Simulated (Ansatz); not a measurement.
# BaTe: the cost of one run

Method: DFT PBE, scalar-relativistic, plane waves, PAW, in Ansatz 0.2.0.

## Step 1: Starting point

It takes space group R3m (No. 160, trigonal). Conventional cell: a = 4.878 Å, b = 4.878 Å, c = 25.886 Å, α = 90.00°, β = 90.00°, γ = 120.00°. Ba (site symmetry 3m) is surrounded by 6 Te at 3.44 to 3.46 Å. Around Ba (site symmetry 3m) lie 6 Te at 3.64 to 3.67 Å. Around Te (site symmetry 3m) lie 6 Ba at 3.46 to 3.64 Å. Around Te (site symmetry 3m) lie 6 Ba at 3.44 to 3.67 Å.

As a file:

```xyz
4
Lattice="2.4390 1.4081 8.6286 -2.4390 1.4081 8.6286 0.0000 -2.8163 8.6286" Properties=species:S:1:pos:R:3 pbc="T T T"
Ba    0.0000    0.0000    0.0043
Ba    0.0000    0.0000   12.9579
Te    0.0000    0.0000    6.6314
Te    0.0000    0.0000   19.2352
```

The guess is a distorted database cell: BaTe type (Fm-3m) distorted into a subgroup (R3m, No. 160).

## Step 2: A first look at the guess

input.yaml

```yaml
crystal:
  lattice:
    - [2.43897246, 1.4081414, 8.62862294]
    - [-2.43897246, 1.4081414, 8.62862294]
    - [0.0, -2.81628281, 8.62862294]
  atoms:
    - { symbol: Ba, position: [0.00016689, 0.00016689, 0.00016689] }
    - { symbol: Ba, position: [0.50057747, 0.50057747, 0.50057747] }
    - { symbol: Te, position: [0.25617748, 0.25617748, 0.25617748] }
    - { symbol: Te, position: [0.74307815, 0.74307815, 0.74307815] }
basis:
  ecutwfc: 420
kpoints:
  mp_grid: { grid: [6, 6, 6] }
hamiltonian:
  xc: pbe
scf:
  occupations: { method: gaussian, width: 0.1 }
  lower_state_search: "off"
output:
  forces: true
  stress: true
  eigenvalues: true
```

Command:

```sh
ansatz run input.yaml --threads 1 --pin off --max-ram 2560MiB --backend cpu --events-out ev --progress --plain --runs-dir out
```

What time and memory should one allow on 1 thread of Intel Xeon at 2.70GHz, shared host?

About 13 s, with a peak of 0.48 GiB.
